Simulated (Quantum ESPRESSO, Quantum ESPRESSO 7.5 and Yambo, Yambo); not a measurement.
**BeTe (F-43m): G0W0 on several meshes in Yambo**

Aim: the GW shift of BeTe (F-43m) against the k mesh.

Calculated with Quantum ESPRESSO 7.5 and Yambo 5.3.0; PBE and many-body steps on it, plane waves.

### Step 1. The starting structure

It takes space group F-43m (No. 216, cubic). Conventional cell: a = 5.663 Å, b = 5.663 Å, c = 5.663 Å, α = 90.00°, β = 90.00°, γ = 90.00°. Nearest to Be lie 4 Te at 2.45 Å. Te has 4 Be at 2.45 Å nearest. Farther neighbours and most contacts between anions are not listed.

The cell and positions are those that the Materials Project relaxed with its own functionals (PBE, PBE+U or r2SCAN), kept fixed. Spin-orbit coupling is left out unless a step names it.

### Step 2. Empty states on the mesh, 2×2×2 mesh, 149 bands

This step: Quantum ESPRESSO 7.5; DFT, PBE, plane waves, norm-conserving pseudopotentials.

The sums over transitions need many empty states on a uniform mesh; this step solves for them.

File pw.in:

```
&control
  calculation = 'nscf'
  prefix = 'x'
  outdir = 'o'
  pseudo_dir = 'pseudo'
/
&system
  ibrav = 0
  nat = 2
  ntyp = 2
  ecutwfc = 88.0
  nbnd = 149
  force_symmorphic = .true.
/
&electrons
  conv_thr = 1e-9
  electron_maxstep = 80
  diago_full_acc = .true.
  diago_thr_init = 5e-6
/
ATOMIC_SPECIES
  Be 9.012 Be.upf
  Te 127.6 Te.upf
CELL_PARAMETERS angstrom
  -0.0000000000 2.8314587876 2.8314587876
  2.8314587876 0.0000000000 2.8314587876
  2.8314587876 2.8314587876 0.0000000000
ATOMIC_POSITIONS crystal
  Be 0.0000000000 0.0000000000 0.0000000000
  Te 0.7500000000 0.7500000000 0.7500000000
K_POINTS automatic
  2 2 2 0 0 0
```

On the command line:

```sh
> OMP_NUM_THREADS=1 mpirun -n 4 pw.x -nk 4 -in pw.in > pw.out
```

Output:

```text
Program PWSCF v.7.5 starts

     This program is part of the open-source Quantum ESPRESSO suite
     for quantum simulation of materials; please cite
         "P. Giannozzi et al., J. Phys.:Condens. Matter 21 395502 (2009);
         "P. Giannozzi et al., J. Phys.:Condens. Matter 29 465901 (2017);
         "P. Giannozzi et al., J. Chem. Phys. 152 154105 (2020);
     in publications or presentations arising from this work. More details at

     Atomic positions and unit cell read from directory:
     o/x.save/

     Message from routine setup:
[...]
k =-0.7071 0.0000 0.0000 (  4264 PWs)   bands (ev):

  -150.4588-100.4840-100.4840-100.4840 -91.9314 -27.7640 -27.7567 -27.7567
[...]
67.0735  67.2327  68.2141  68.7014  68.9644  68.9644  70.4018  70.9021
     [... 7 further rows ...]
   111.8598 114.3549 114.3549 114.6809 116.8179 117.0880 118.6325 118.7951
   118.7951 118.8724 119.0125 119.8002 119.8002

     highest occupied, lowest unoccupied level (ev):     8.4384   10.4653

     XML data file, pseudopotentials, collected wavefunctions

=------------------------------------------------------------------------------=
   JOB DONE.
=------------------------------------------------------------------------------=
```

Wall time 5.7 s (4 MPI ranks of Arm Neoverse V2, shared host); peak memory 0.36 GiB.

Numbers from this step:

| Quantity | Value |
| --- | --- |
| gap | 2.027 eV |
| k of the valence top | 0, 0, 0 |
| k of the conduction bottom | 0, -0.5, -0.5 |
| least direct gap | 3.645 eV |
| k points computed | 3 |
| lowest point of the top converged band, above the valence top | 105.4821 eV |

On this mesh the gap is 2.027 eV.

The density comes from a self-consistent run that is not shown.

### Step 3. Conversion and set-up

This step: Yambo 5.3.0; conversion and set-up on PBE, plane waves, norm-conserving pseudopotentials.

The states are converted to the many-body program's format and the q mesh is built.

On the command line:

```sh
> (cd o/x.save; p2y > p2y.log; mv SAVE ../..); yambo > setup.log
```

Output:

```text
 Yambo, version 5.3.0

 [02] CORE Variables Setup
 =========================

  [02.01] Unit cells
  ==================

  Cell kind             :  FCC
  Atoms in the cell     :  Be  Te
  number of Be atoms    :  1
  number of Te atoms    :  1

  List of atomic masses
  Mass of Be    :  9.012000
  Mass of Te    :  127.6000

  List of atomic coordinates    : [cc]
  Be1       :  0.000000  0.000000  0.000000  order 1
  Te1       :  8.026022  8.026022  8.026022  order 2

  Alat factors          :  5.350682  5.350682  5.350682 [a.u.]
  Direct lattice volume :  306.3778 [a.u.]
[...]
0.000000  0.000000  0.000000  0.000000  0.000000  0.000000  0.000000  0.000000

 [03] Transferred momenta grid and indexing
 ==========================================

 IBZ Q-points                                      :  3
 BZ  Q-points                                      :   8

 K/Q-points units:
 rlu = crystal or reduced units; cc = cartesian coordinates; iku = interal k-units

 Q [1]          [rlu]:  0.000000  0.000000  0.000000
 Q [2]          [rlu]: -0.10930E-15 -0.53790E-16 -0.50000
 Q [3]          [rlu]: -0.91171E-17 -0.50000     -0.50000

  [03.01] X indexes
  =================

   [03.01.01] Sigma indexes
   ========================

 [06] Game Over & Game summary
```

Wall time 2 s (1 MPI rank); peak memory 0.25 GiB.

### Step 4. 2×2×2

G0W0 replaces the xc potential by the self-energy, built once from these orbitals. Only a window of levels is corrected, while the sums run over the empty bands that the input names.

This step: G0W0 on PBE, plane waves, norm-conserving pseudopotentials.

File gw13.in:

```
HF_and_locXC
gw0
dyson
ppa
em1d
rim_cut
RandQpts= 1000000
RandGvec= 1 RL
EXXRLvcs= 88 Ry
VXCRLvcs= 352 Ry
Chimod= "HARTREE"
% BndsRnXp
 1 | 149 |
%
NGsBlkXp= 15.5 Ry
% LongDrXp
 1 | 1 | 1 |
%
% GbndRnge
 1 | 149 |
%
DysSolver= "n"
ExtendOut
PPAPntXp= 27.21138 eV
% QPkrange
 1 | 1 | 13 | 16 |
 3 | 3 | 13 | 16 |
%
```

On the command line:

```sh
> OMP_NUM_THREADS=1 mpirun -n 4 yambo -F gw13.in -J gw13 -C gw13 > gw13.log
```

Output:

```text
 Yambo, version 5.3.0

 [02] CORE Variables Setup
 =========================

  [... cell, symmetries and grids as in the set-up ...]

  [02.05] Energies & Occupations
  ==============================

  [X] === General ===
  [X] Electronic Temperature                        :  0.000000  0.000000 [eV K]
  [X] Bosonic    Temperature                        :  0.000000  0.000000 [eV K]
  [X] Finite Temperature mode                       : no
  [X] El. density                                   :  0.61673E+24 [cm-3]
  [X] Fermi Level                                   :  8.438418 [eV]

  [X] === Gaps and Widths ===
  [X] Conduction Band Min                           :  2.026900 [eV]
  [X] Valence Band Max                              :  0.000000 [eV]
  [X] Filled Bands                                  :  14
  [X] Empty Bands                                   :   15  149
  [X] Direct Gap                                    :  3.644779 [eV]
  [X] Direct Gap localized at k                     :  1
  [X] Indirect Gap                                  :  2.026900 [eV]
  [X] Indirect Gap between kpts                     :  1  3
  [X] Last valence band width                       :  2.577768 [eV]
  [X] 1st conduction band width                     :  1.617880 [eV]

 [03] Transferred momenta grid and indexing
 ==========================================

 IBZ Q-points                                      :  3
 BZ  Q-points                                      :   8

 K/Q-points units:
 rlu = crystal or reduced units; cc = cartesian coordinates; iku = interal k-units

 Q [1]          [rlu]:  0.000000  0.000000  0.000000
 Q [2]          [rlu]: -0.10930E-15 -0.53790E-16 -0.50000
 Q [3]          [rlu]: -0.91171E-17 -0.50000     -0.50000

 [04] Coloumb potential Random Integration (RIM)
 ===============================================

  [04.01] RIM initialization
  ==========================

  * Diagonal components only detected *

  8 x (sBL volume)        :  0.809622 [a.u.]
  sBZ random points       :  1000000
  Points outside the sBZ  :   7996195
  RL volume               :  0.809622 [a.u.]
  Integrated volume       :  0.810007 [a.u.]

  [04.02] RIM integrals
  =====================

  Gamma point sphere radius             :  0.169061 [a.u.]
  Points outside the sphere             :   799659
  [Int_sBZ(q=0) 1/q^2]*(Vol_sBZ)^(-1/3) =:  7.764404
                                 should be <:  7.795600

  Summary of Coulomb integrals for non-metallic bands |Q|[au] RIM/Bare

  Q [1] 0.100000E-4 0.995998 * Q [2] 0.508477 1.064860
  Q [3] 0.587139 1.063764

 [05] Dipoles
 ============

  [05.01] Setup: observables and procedures
  =========================================

 [06] Dynamic Dielectric Matrix (PPA)
 ====================================

 [WR./gw13//ndb.pp]--------------------------------------------------------------
  Brillouin Zone Q/K grids (IBZ/BZ)                :   3   8   3   8
  RL vectors                                       :   5029 [WF]
  Coulomb cutoff potential                         : none
  Electronic Temperature                           :  0.000000 [K]
  Bosonic    Temperature                           :  0.000000 [K]
  PPA    diel. fun.  energies                      : Perdew, Burke & Ernzerhof(X)+Perdew, Burke & Ernzerhof(C)
  wavefunctions                                    : Perdew, Burke & Ernzerhof(X)+Perdew, Burke & Ernzerhof(C)
  Global Gauge                                     : length
  X matrix size                                    :   339
  X band range                                     :    1  149
  X e/h energy range                               : -1.000000 -1.000000 [eV]
  X Time ordering                                  : R
  X Hxc Kernel                                     : HARTREE
  X Drude frequency                                :  0.000000  0.000000
  X poles                                          :  100.0000 [o/o]
  RL vectors in the sum                            :   5029
  [r,Vnl] included                                 : yes
  Field direction                                  :  0.577350E-5  0.577350E-5  0.577350E-5
  BZ energy Double Grid                            : no
  BZ energy DbGd points                            : 0
  BZ Q point size factor                           : -1.000000
  X Optical Averaged directions                    : none

 [07] Local Exchange-Correlation + Non-Local Fock
 ================================================

 [VXC] Plane waves :   34327
 [EXS] Plane waves :   4285

 QP @ state[ 1 ] K range:  1  1
 QP @ state[ 1 ] b range:  13  16
 QP @ state[ 2 ] K range:  3  3
 QP @ state[ 2 ] b range:  13  16

 [xc] Functional : Perdew, Burke & Ernzerhof(X)+Perdew, Burke & Ernzerhof(C)
 [xc] LIBXC used to calculate xc functional
  PP Number of Atomic Species                      :  2
  NLCC RL compoments                               :   34327
  PP Number of Atomic Species                      :  2
  NLCC RL compoments                               :   34327

 [xc] E_xc :  -22.91121 [Ha]
      E_xc :  -45.82242 [Ry]

  Local XC kind (lXC) : Perdew, Burke & Ernzerhof(X)+Perdew, Burke & Ernzerhof(C)
  Non-Local XC kind (nlXC) : Hartree-Fock

  Corrections @ K [1] :  [eV]
 <13|nlXC|13> = -15.70417  0.49877E-17 <13|lXC|13> = -13.45048  0.000000
 <14|nlXC|14> = -15.70417 -0.31555E-17 <14|lXC|14> = -13.45048 -0.94408E-16
 <15|nlXC|15> = -5.341483  0.81435E-18 <15|lXC|15> = -10.34314  0.000000
 <16|nlXC|16> = -5.341483  0.15820E-16 <16|lXC|16> = -10.34314  0.000000

  Corrections @ K [3] :  [eV]
 <13|nlXC|13> = -14.53919  0.76026E-17 <13|lXC|13> = -11.88534  0.14161E-15
 <14|nlXC|14> = -14.53919  0.15863E-16 <14|lXC|14> = -11.88534 -0.94408E-16
 <15|nlXC|15> = -4.394694  0.34388E-17 <15|lXC|15> = -8.733653 -0.14751E-16
 <16|nlXC|16> = -5.130833 -0.10412E-17 <16|lXC|16> = -9.634594  0.70806E-16

  [07.01] Hartree-Fock occupations report
  =======================================

  [Hartree-Fock] === General ===
  [Hartree-Fock] Electronic Temperature             :  0.000000  0.000000 [eV K]
  [Hartree-Fock] Bosonic    Temperature             :  0.000000  0.000000 [eV K]
  [Hartree-Fock] Finite Temperature mode            : no
  [Hartree-Fock] El. density                        :  0.61673E+24 [cm-3]
  [Hartree-Fock] Fermi Level                        :  8.438418 [eV]

  [Hartree-Fock] === Gaps and Widths ===
  [Hartree-Fock] Conduction Band Min                :  3.050168 [eV]
  [Hartree-Fock] Valence Band Max                   : -1.101920 [eV]
  [Hartree-Fock] Filled Bands                       :  14
  [Hartree-Fock] Empty Bands                        :   15  149
  [Hartree-Fock] Direct Gap                         :  4.152087 [eV]
  [Hartree-Fock] Direct Gap localized at k          :  2
  [Hartree-Fock] Indirect Gap                       :  4.152087 [eV]
  [Hartree-Fock] Indirect Gap between kpts          :  2  2
  [Hartree-Fock] Last valence band width            :  4.129702 [eV]
  [Hartree-Fock] 1st conduction band width          :  5.596265 [eV]

 [08] Dyson equation: Newton solver
 ==================================

  [08.01] G0W0 (W PPA)
  ====================

  [  GW  ] Bands range     :    1  149
  [GW/PPA] G damping       :  0.100000 [eV]

  QP @ state[ 1 ] K range:  1  1
  QP @ state[ 1 ] b range:  13  16
  QP @ state[ 2 ] K range:  3  3
  QP @ state[ 2 ] b range:  13  16

   Sc/G bands                                       :    1  149
   Sc/G damping                                     :  0.100000 ev
   Sc bands terminator                              : no
   Sx RL components                                 :   4285

   QP @ state[ 1 ] K range                          :  1  1
   QP @ state[ 1 ] b range                          :  13  16
   QP @ state[ 2 ] K range                          :  3  3
   QP @ state[ 2 ] b range                          :  13  16
   GF energies kind                                 : Perdew, Burke & Ernzerhof(X)+Perdew, Burke & Ernzerhof(C)
   GF WF`s kind                                     : Perdew, Burke & Ernzerhof(X)+Perdew, Burke & Ernzerhof(C)
   Xs energies kind                                 : Perdew, Burke & Ernzerhof(X)+Perdew, Burke & Ernzerhof(C)
   Xs WF`s kind                                     : Perdew, Burke & Ernzerhof(X)+Perdew, Burke & Ernzerhof(C)

 [11] Game Over & Game summary
```

It took 14 s on 4 MPI ranks; peak memory 1.3 GiB.

Numbers from this step:

```yaml
g0w0_gap_on_the_points_computed: 2.714 eV
starting_gap_on_the_mesh: 2.027 eV
k_of_the_valence_top: 0, 0, 0
k_of_the_conduction_bottom: 0, -0.5, -0.5
least_direct_g0w0_gap_on_the_computed_points: 4.664 eV
z_at_the_valence_top: 0.8099
z_at_the_conduction_bottom: 0.8235
```

The gap on the mesh goes from 2.03 eV to 2.71 eV, a correction of +0.69 eV.

### Step 5. Empty states on the mesh, 6×6×6 mesh, 149 bands

This step: Quantum ESPRESSO 7.5; DFT, PBE, plane waves, norm-conserving pseudopotentials.

pw.in: that of step 2 with these lines changed.

```diff
@@ -31,2 +31,2 @@
 K_POINTS automatic
-  2 2 2 0 0 0
+  6 6 6 0 0 0
```

On the command line:

```sh
> OMP_NUM_THREADS=1 mpirun -n 4 pw.x -nk 4 -in pw.in > pw.out
```

Output:

```text
[banner, memory and clock lines left out]
Program PWSCF v.7.5 starts

     Atomic positions and unit cell read from directory:
     o/x.save/

     Message from routine setup:
     using ibrav=0 with symmetry is DISCOURAGED, use correct ibrav instead

     G-vector sticks info

     bravais-lattice index     =            0
     lattice parameter (alat)  =       7.5670  a.u.
     unit-cell volume          =     306.3778 (a.u.)^3
     number of atoms/cell      =            2
     number of atomic types    =            2
     number of electrons       =        28.00
[...]
113.7689 115.3834 115.6262 115.6262 116.5749

          k = 0.2357 0.2357-0.2357 (  4272 PWs)   bands (ev):

  -150.4588-100.4840-100.4840-100.4840 -91.9314 -27.7612 -27.7606 -27.7606
[...]
66.9013  66.9013  67.7222  67.7222  68.6669  69.8381  70.6237  70.6237
     [... 7 further rows ...]
   109.8052 109.8052 110.8317 111.2342 111.2342 111.8593 113.1032 113.1032
   113.6159 113.8012 114.2281 114.2281 115.5918

          k =-0.3536-0.3536 0.3536 (  4314 PWs)   bands (ev):

     [... further k-points ...]

     highest occupied, lowest unoccupied level (ev):     8.4384   10.4653

     XML data file, pseudopotentials, collected wavefunctions
```

Wall time 22 s (4 MPI ranks); peak memory 0.42 GiB; 86 s of CPU time.

Numbers from this step:

```yaml
gap: 2.027 eV
k_of_the_valence_top: 0, 0, 0
k_of_the_conduction_bottom: 0, -0.5, -0.5
least_direct_gap: 3.645 eV
k_points_computed: 16
lowest_point_of_the_top_converged_band_above_the_valence_top: 105.4821 eV
```

On this mesh the gap is 2.027 eV.

[end of part 1 of 2]

[Paths, hosts, dates, memory and timing lines, banners, echoed tables and standing remarks are left out of the program output.]

[Logs are printed without paths, hosts, clocks, repeated set-up lines and the standing remarks that a program may print on its own settings, such as how far it seeks lower states.]

[Runs of the session that timed out or met a known fault of the program may be left out.]

[Hosts, paths, dates, database ids (printed as entryN), source tags and the programs' standing remarks are cut or masked in the printed files.]
